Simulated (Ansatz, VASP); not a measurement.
## One calculation of Pd, two programs

```
Pd
1.0
     0.00000    1.94650    1.94650
     1.94650    0.00000    1.94650
     1.94650    1.94650    0.00000
Pd
1
Direct
  0.00000 0.00000 0.00000
```

Alike in both runs: task single point; functional PBE; k mesh 12 × 12 × 12; occupations gaussian, width 0.1 eV; no spin polarisation.

|  | VASP | Ansatz |
| --- | --- | --- |
| version | VASP 6.6.1 | Ansatz 0.2.0 |
| potentials or method | VASP PAW PBE potentials, release 64 (Pd), cutoff 520 eV | all-electron LAPW, scalar-relativistic |

|  | VASP | Ansatz | Ansatz less VASP |
| --- | --- | --- | --- |
| gap on the k mesh at the Fermi level (eV) | none | none | - |
| pressure (GPa) | 6.6 | 6.8 | +0.24 |

A gap of «none» marks a metal or a gap that the smearing closes. Ansatz ran all-electron here, so the differences hold the error of VASP's frozen core and of both bases.
